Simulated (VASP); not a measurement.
# BAs (F-43m) in VASP: notebook

The runs below take BAs through relaxation of the atoms, with PBE.

All numbers are computed with VASP 6.6.1; they aren't measurements. Logs are shortened: lines on timing, memory, paths and dates and some standing lists are left out, and cuts for length are marked.

### Step 1. The undisturbed crystal

It takes space group F-43m (No. 216, cubic). The conventional cell has a = 4.777 Å, b = 4.777 Å, c = 4.777 Å, α = 90.00°, β = 90.00°, γ = 90.00°. B (site symmetry -43m) has 4 As at 2.07 Å as nearest neighbours. As (site symmetry -43m) has 4 B at 2.07 Å as nearest neighbours.

### Step 2. Relaxation of the atoms, PBE (a relaxed cell with its volume scaled by 1.02)

Contents of INCAR:

```
SYSTEM = BAs
PREC = Accurate
ENCUT = 600
EDIFF = 1E-7
ISMEAR = 0
SIGMA = 0.03
LREAL = .FALSE.
LASPH = .TRUE.
NELM = 80
ALGO = Normal
ISIF = 2
LWAVE = .FALSE.
LCHARG = .FALSE.
GGA = PE
IBRION = 2
NSW = 40
EDIFFG = -0.01
```

Contents of KPOINTS:

```
Automatic mesh
0
G
  10 10 10
  0 0 0
```

Contents of POSCAR:

```
BAs                                     
1.0
    0.0000000000      2.4241189928      2.4241189928
    2.4241189928      0.0000000000      2.4241189928
    2.4241189928      2.4241189928      0.0000000000
  B               As            
     1     1
Direct
     0.0000000000000000    0.0000000000000000    0.0000000000000000
     0.2500000000000000    0.2500000000000000    0.2500000000000000
```

Potentials or basis: VASP PAW PBE potentials, release 64 (B, As).

On the command line:

```
$ cat potpaw_PBE.64/B/POTCAR potpaw_PBE.64/As/POTCAR > POTCAR
$ mpirun -np 1 vasp_std > vasp.out
```

OUTCAR:

```text
SYSTEM = BAs
   PREC = Accurate
   ENCUT = 600
   EDIFF = 1E-7
   ISMEAR = 0
   LREAL = .FALSE.
   LASPH = .TRUE.
   NELM = 80
   ISIF = 2
   GGA = PE
   IBRION = 2
   NSW = 40
   EDIFFG = -0.01

 ion  position               nearest neighbor table
   1  0.000  0.000  0.000-   2 2.10   2 2.10   2 2.10   2 2.10
   2  0.250  0.250  0.250-   1 2.10   1 2.10   1 2.10   1 2.10

  LATTYP: Found a face centered cubic cell.
 ALAT       =     4.8482379856

  Lattice vectors:

 A1 = (   0.0000000000,   2.4241189928,   2.4241189928)
 A2 = (   2.4241189928,   0.0000000000,   2.4241189928)
 A3 = (   2.4241189928,   2.4241189928,   0.0000000000)

Analysis of symmetry for initial positions (statically):
=====================================================================
 Subroutine PRICEL returns:
 Original cell was already a primitive cell.

 Routine SETGRP: Setting up the symmetry group for a
 face centered cubic supercell.

 Subroutine GETGRP returns: Found 24 space group operations
 (whereof 24 operations were pure point group operations)
 out of a pool of 48 trial point group operations.

The static configuration has the point symmetry T_d .

Analysis of symmetry for dynamics (positions and initial velocities):
=====================================================================
 Subroutine PRICEL returns:
 Original cell was already a primitive cell.

 Routine SETGRP: Setting up the symmetry group for a
 face centered cubic supercell.

 Subroutine GETGRP returns: Found 24 space group operations
 (whereof 24 operations were pure point group operations)
 out of a pool of 48 trial point group operations.

The dynamic configuration has the point symmetry T_d .

 Subroutine INISYM returns: Found 24 space group operations
 (whereof 24 operations are pure point group operations),
 and found     1 'primitive' translations

----------------------------------------------------------------------------------------

                                     Primitive cell

  volume of cell :      28.4900

  direct lattice vectors                    reciprocal lattice vectors
     0.000000000  2.424118993  2.424118993    -0.206260502  0.206260502  0.206260502
     2.424118993  0.000000000  2.424118993     0.206260502 -0.206260502  0.206260502
     2.424118993  2.424118993  0.000000000     0.206260502  0.206260502 -0.206260502

  length of vectors
     3.428221956  3.428221956  3.428221956     0.357253669  0.357253669  0.357253669

  position of ions in fractional coordinates (direct lattice)
     0.000000000  0.000000000  0.000000000
     0.250000000  0.250000000  0.250000000

  ion indices of the primitive-cell ions
   primitive index   ion index
                 1           1
                 2           2

----------------------------------------------------------------------------------------

 KPOINTS: Automatic mesh

Automatic generation of k-mesh.
 Grid dimensions read from file:
 generate k-points for:   10   10   10

 Generating k-lattice:

  Cartesian coordinates                     Fractional coordinates (reciprocal lattice)
    -0.020626050  0.020626050  0.020626050     0.100000000  0.000000000  0.000000000
     0.020626050 -0.020626050  0.020626050     0.000000000  0.100000000  0.000000000
     0.020626050  0.020626050 -0.020626050     0.000000000  0.000000000  0.100000000

  Length of vectors
     0.035725367  0.035725367  0.035725367

  Shift w.r.t. Gamma in fractional coordinates (k-lattice)
     0.000000000  0.000000000  0.000000000

 Subroutine IBZKPT returns following result:
 ===========================================

 Found     47 irreducible k-points:

 Following reciprocal coordinates:
            Coordinates               Weight
  0.000000  0.000000  0.000000      1.000000
  0.100000  0.000000  0.000000      8.000000
  0.200000  0.000000  0.000000      8.000000
  0.300000  0.000000  0.000000      8.000000
  0.400000  0.000000  0.000000      8.000000
  0.500000  0.000000  0.000000      4.000000
[... 16 lines left out ...]
  0.300000  0.300000  0.000000      6.000000
  0.400000  0.300000  0.000000     24.000000
 [... further k-points ...]
   k-points           NKPTS =     47   k-points in BZ     NKDIM =     47   number of bands    NBANDS=      8
   number of dos      NEDOS =    301   number of ions     NIONS =      2
   total plane-waves  NPLWV =  21952
   dimension x,y,z NGX =    28 NGY =   28 NGZ =   28
   dimension x,y,z NGXF=    56 NGYF=   56 NGZF=   56
   ions per type =               1   1
   NGX,Y,Z   is equivalent  to a cutoff of  13.58, 13.58, 13.58 a.u.
   NGXF,Y,Z  is equivalent  to a cutoff of  27.16, 27.16, 27.16 a.u.
 SYSTEM =  BAs
   PREC   = accura    normal or accurate (medium, high low for compatibility)
   ISTART =      0    job   : 0-new  1-cont  2-samecut
   ICHARG =      2    charge: 1-file 2-atom 10-const
   ISPIN  =      1    spin polarized calculation?
   LNONCOLLINEAR =      F non collinear calculations
   LSORBIT =      F    spin-orbit coupling
   LASPH  =      T    aspherical Exc in radial PAW
   ENCUT  =  600.0 eV  44.10 Ry    6.64 a.u.   6.85  6.85  6.85*2*pi/ulx,y,z
   NELM   =     80;   NELMIN=  2; NELMDL= -5     # of ELM steps
   EDIFF  = 0.1E-06   stopping-criterion for ELM
   LREAL  =      F    real-space projection
   EDIFFG = -.1E-01   stopping-criterion for IOM
   NSW    =     40    number of steps for IOM
   IBRION =      2    ionic relax: 0-MD 1-quasi-New 2-CG
   NFREE  =      1    steps in history (QN), initial steepest desc. (CG)
   ISIF   =      2    stress and relaxation
   ISYM   =      2    0-nonsym 1-usesym 2-fastsym
   POTIM  = 0.5000    time-step for ionic-motion
   TEBEG  =    0.0;   TEEND  =   0.0 temperature during run
   PSTRESS=    0.0 pullay stress
   NELECT =       8.0000    total number of electrons
   NUPDOWN=      -1.0000    fix difference up-down
   EMIN   =  10.00;   EMAX   =-10.00  energy-range for DOS
   EFERMI =   0.00;   METHOD = LEGACY
   ISMEAR =     0;   SIGMA  =   0.03  broadening in eV -4-tet -1-fermi 0-gaus
   EFERMI_NEDOS =   21; number of points for ismear=-14 and -15
   IALGO  =     38    algorithm
   IMIX   =      4    mixing-type and parameters
     AMIX     =   0.40;   BMIX     =  1.00
     AMIX_MAG =   1.60;   BMIX_MAG =  1.00
  volume/ion in A,a.u.               =      14.24        96.13
  Fermi-wavevector in a.u.,A,eV,Ry     =   1.072032  2.025846 15.636517  1.149252
  Thomas-Fermi vector in A             =   2.207790
   LORBIT       =      0    0 simple, 1 ext, 2 COOP (PROOUT), +10 PAW based schemes
   GGA     = PE    functional components
   LHFCALC =     F    Hartree Fock is set to
   AEXX    =    0.0000 exact exchange contribution
   IVDW    =     0    specifies the selected vdW correction
   LEPSILON=     F    determine dielectric tensor
   LRPA    =     F    only Hartree local field effects (RPA)
 conjugate gradient relaxation of ions
 non-spin polarized calculation
 Gauss-broadening in eV      SIGMA  =   0.03
  energy-cutoff  :      600.00
  volume of cell :       28.49
 maximum number of plane-waves:       966
   NGX = 13   NGY = 13   NGZ = 13

 number of electron       8.0000000 magnetization

 Free energy of the ion-electron system (eV)
  ---------------------------------------------------
  ext. energy  EPLUGINS =         0.00000000
  ---------------------------------------------------
  free energy    TOTEN  =       -11.41019606 eV

  energy without entropy =      -11.41019606  energy(sigma->0) =      -11.41019606

 E-fermi :   5.8059     XC(G=0): -10.3928

 val. band max:        5.6447386872   @ k =   0.0000   0.0000   0.0000
 cond. band min:       6.8653134391   @ k =   0.4000   0.4000   0.0000
 fundamental gap:      1.2205747519
 Fermi energy:         5.8059194834

 k-point     1 :       0.0000    0.0000    0.0000
  band No.  band energies     occupation
      1      -9.3587      2.00000
      2       5.6447      2.00000
      3       5.6447      2.00000
      4       5.6447      2.00000
      5       8.8669      0.00000
      6       8.8669      0.00000
      7       8.8669      0.00000
      8       9.7745      0.00000

 k-point     2 :       0.1000    0.0000    0.0000
  band No.  band energies     occupation
      1      -9.2012      2.00000
      2       4.2733      2.00000
      3       5.3585      2.00000
      4       5.3585      2.00000
      5       8.9105      0.00000
      6       9.2453      0.00000
      7       9.2453      0.00000
      8      10.7573      0.00000

 k-point     3 :       0.2000    0.0000    0.0000
  band No.  band energies     occupation
      1      -8.7374      2.00000
      2       1.9796      2.00000
      3       4.8089      2.00000
      4       4.8089      2.00000
      5       8.6333      0.00000
      6       9.9384      0.00000
      7       9.9384      0.00000
      8      12.4663      0.00000

 k-point     4 :       0.3000    0.0000    0.0000
  band No.  band energies     occupation
      1      -8.0053      2.00000
      2      -0.2277      2.00000
      3       4.3203      2.00000
      4       4.3203      2.00000
      5       8.3407      0.00000
      6      10.3491      0.00000
      7      10.3491      0.00000
      8      13.8366      0.00000

 k-point     5 :       0.4000    0.0000    0.0000
  band No.  band energies     occupation
      1      -7.1399      2.00000
      2      -2.0181      2.00000
      3       4.0058      2.00000
      4       4.0058      2.00000
      5       8.1480      0.00000
      6      10.4003      0.00000
      7      10.4003      0.00000
      8      14.3770      0.00000

 k-point     6 :       0.5000    0.0000    0.0000
  band No.  band energies     occupation
      1      -6.6462      2.00000
      2      -2.8254      2.00000
      3       3.8987      2.00000
      4       3.8987      2.00000
      5       8.0823      0.00000
      6      10.3728      0.00000
      7      10.3728      0.00000
      8      14.4171      0.00000

 k-point     7 :       0.1000    0.1000    0.0000
  band No.  band energies     occupation
      1      -9.1485      2.00000
      2       4.6173      2.00000
      3       4.8562      2.00000
      4       4.8562      2.00000
      5       8.3830      0.00000
      6       9.8833      0.00000
      7       9.8833      0.00000
      8      10.6061      0.00000
[... 133 lines left out ...]
 k-point    20 :      -0.4000    0.2000    0.0000
  band No.  band energies     occupation
      1      -6.2448      2.00000
      2      -2.3247      2.00000
      3       1.2673      2.00000
      4       3.2494      2.00000
      5       8.6591      0.00000
      6      11.5422      0.00000
      7      12.0053      0.00000
      8      14.4636      0.00000

 k-point    21 :      -0.3000    0.2000    0.0000
  band No.  band energies     occupation
      1      -6.9327      2.00000
      2      -1.1993      2.00000
      3       1.2133      2.00000
      4       3.7753      2.00000
      5       9.0623      0.00000
      6      11.4454      0.00000
      7      11.6596      0.00000
      8      13.5105      0.00000

 k-point    22 :      -0.2000    0.2000    0.0000
  band No.  band energies     occupation
      1      -7.7533      2.00000
      2       0.2884      2.00000
      3       1.7574      2.00000
      4       4.4054      2.00000
      5       9.4072      0.00000
      6      10.6459      0.00000
      7      11.4732      0.00000
      8      12.4335      0.00000

 k-point    23 :       0.3000    0.3000    0.0000
  band No.  band energies     occupation
      1      -7.5257      2.00000
      2       0.4922      2.00000
      3       2.6027      2.00000
      4       2.6027      2.00000
      5       7.0709      0.00000
      6       9.2721      0.00000
      7      13.8200      0.00000
      8      13.8200      0.00000

 k-point    24 :       0.4000    0.3000    0.0000
  band No.  band energies     occupation
      1      -6.8353      2.00000
      2      -0.6953      2.00000
      3       1.8504      2.00000
      4       2.3174      2.00000
      5       7.3635      0.00000
      6       9.0213      0.00000
      7      14.1694      0.00000
      8      14.4241      0.00000

 [... further k-points ...]
[... 5 lines left out ...]
  --------------------------------------------------------------------------------------
  -------------------------------------------------------------------------------------
  Total       -0.4451501     -0.4451501     -0.4451501      0.0000000     -0.0000000      0.0000000
  in kB      -25.0337134    -25.0337134    -25.0337134      0.0000000     -0.0000000      0.0000000
  external PRESSURE =     -25.0337134 kB  Pullay stress =       0.0000000 kB

 VOLUME and BASIS-vectors are now :
 -----------------------------------------------------------------------------
  energy-cutoff  :      600.00
  volume of cell :       28.49
      direct lattice vectors                 reciprocal lattice vectors
     0.000000000  2.424118993  2.424118993    -0.206260502  0.206260502  0.206260502
     2.424118993  0.000000000  2.424118993     0.206260502 -0.206260502  0.206260502
     2.424118993  2.424118993  0.000000000     0.206260502  0.206260502 -0.206260502

 POSITION                                       TOTAL-FORCE (eV/Angst)
 -----------------------------------------------------------------------------------
      0.00000      0.00000      0.00000        -0.000000     -0.000000     -0.000000
      1.21206      1.21206      1.21206         0.000000      0.000000      0.000000
 -----------------------------------------------------------------------------------
    total drift:                               -0.000000     -0.000000     -0.000000

  FREE ENERGIE OF THE ION-ELECTRON SYSTEM (eV)
  ---------------------------------------------------
  free  energy   TOTEN  =       -11.4101960598 eV

  energy  without entropy=      -11.4101960598  energy(sigma->0) =      -11.41019606

 reached required accuracy - stopping structural energy minimisation
```

Run time: 19 s. Hardware: 1 thread of Intel Xeon Platinum 8488C (Sapphire Rapids), shared host; peak memory 0.15 GiB.

What came out:

```yaml
Free_energy: -11.4102 eV
Pressure_after_relaxing: -2.5 GPa
Band_gap_on_the_k_mesh: 1.22 eV, indirect (least direct gap 3.22 eV)
```

Final structure:
```
CELL_PARAMETERS angstrom
0.00000 2.42412 2.42412
2.42412 0.00000 2.42412
2.42412 2.42412 0.00000
ATOMIC_POSITIONS crystal
B 0.00000 0.00000 0.00000
As 0.25000 0.25000 0.25000
```

Levels at points of the mesh, in eV from the valence-band top:
```tsv
k point	band 1	band 2	band 3	band 4	band 5	band 6	band 7	band 8
(0.00, 0.00, 0.00)	-15.00	0.00	0.00	0.00	3.22	3.22	3.22	4.13
(0.50, 0.00, 0.00)	-12.29	-8.47	-1.75	-1.75	2.44	4.73	4.73	8.77
(0.50, 0.50, 0.00)	-11.04	-8.29	-3.90	-3.90	1.48	1.48	10.95	10.95
```

Caveat: the relaxation stopped at its first step, so nothing moved.

[end of part 1 of 2]
